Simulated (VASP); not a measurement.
Runs of VASP 6.6.1 on Au. The structure is hexagonal, space group P6_3/mmc (No. 194). Conventional cell: a = 2.900 Å, b = 2.900 Å, c = 4.880 Å, α = 90.00°, β = 90.00°, γ = 120.00°. Around Au (site symmetry -6m2) lie 12 Au at 2.90 to 2.96 Å. This isn't the form of Au at room conditions, which is fcc.

```csv
task,cell,smearing,gap on the mesh (eV),pressure (GPa)
single point,as given,fermi-dirac 0.15 eV,none,(a)
single point,as given,fermi-dirac 0.01 eV,none,1.8
single point,as given,tetrahedron,none,1.6
electric field gradients,"atom 1 (Au) moved by [0.05, 0.0, 0.0] A, PAW files",fermi-dirac 0.03 eV,none,1.8
```

Alike in all rows: level PBE; potentials or basis VASP PAW PBE potentials, release 64 (Au); no spin polarisation; k mesh 14 × 14 × 8; cutoff (eV) 520.

Question: Estimate the missing entries.

Answer: (a) 1.7.

Caveats: tetrahedron occupations give inexact forces and stress in metals (some runs).

A k mesh can miss the band edges, and the runs leave out spin-orbit coupling on Au.

A gap of «none» marks a metal or a gap under the smearing width.
